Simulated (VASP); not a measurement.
Wanted: the native input for a VASP 6.6.1 run.

```yaml
Task: relaxation of cell and atoms
Functional: PBE
Potentials_or_basis: VASP PAW PBE potentials, release 64 (Ca_sv, O)
Cutoff: 520 eV
k_mesh: 4 × 4 × 4
Occupations: gaussian, width 0.1 eV
Spin: no spin polarisation
Target_pressure: 12 GPa
Further_INCAR_settings: ALGO = Normal; EDIFF = 1e-07; IBRION = 2; EDIFFG = -0.002; NSW = 80; ISIF = 3
Target_pressure: 12 GPa
```

The structure of CaO lies in POSCAR:

```
CaO                                     
1.0
    0.0000000000      2.3455002939      2.3455002939
    2.3455002939     -0.0000000000      2.3455002939
    2.3455002939      2.3455002939      0.0000000000
  Ca              O             
     1     1
Direct
     0.0000000000000000    0.0000000000000000    0.0000000000000000
     0.5000000000000000    0.5000000000000000    0.5000000000000000
```

One way to write it, as run:

INCAR

```
SYSTEM = CaO
PREC = Accurate
ENCUT = 520
EDIFF = 1E-7
ISMEAR = 0
SIGMA = 0.1
LREAL = .FALSE.
LASPH = .TRUE.
NELM = 60
ALGO = Normal
ISIF = 3
LWAVE = .FALSE.
LCHARG = .FALSE.
GGA = PE
IBRION = 2
NSW = 80
EDIFFG = -0.002
PSTRESS = 120.0
```

KPOINTS

```
regular mesh
0
G
  4 4 4
  0 0 0
```

Potentials or basis: VASP PAW PBE potentials, release 64 (Ca_sv, O).

Run with:

```bash
$ cat potpaw_PBE.64/Ca_sv/POTCAR potpaw_PBE.64/O/POTCAR > POTCAR
$ mpirun -np 1 vasp_std > vasp.out
```

It gave:

| Property | Result |
| --- | --- |
| Relaxed volume | 12.91 Å³/atom |
| Relaxed cell | a = 3.318 Å, b = 3.318 Å, c = 3.318 Å, α = 60.00°, β = 60.00°, γ = 60.00° |
| Space group after relaxing (to 0.05 Å) | Fm-3m (No. 225) |
| Energy change on relaxing (the enthalpy is what falls) | -0.8 meV/atom |
| Ionic steps | 3 |
| Pressure after relaxing | 12.0 GPa |
| Band gap on the k mesh | 3.59 eV, indirect (least direct gap 3.95 eV) |

Caveat: the k mesh is coarse (spacing up to 0.58 Å⁻¹), so the values aren't converged; the cell is relaxed towards a set pressure, so the enthalpy falls and the energy may rise.

It took 9.8 s on 1 thread of Intel(R) Xeon(R) 6975P-C (Granite Rapids), on a shared host, peak memory 0.16 GiB.
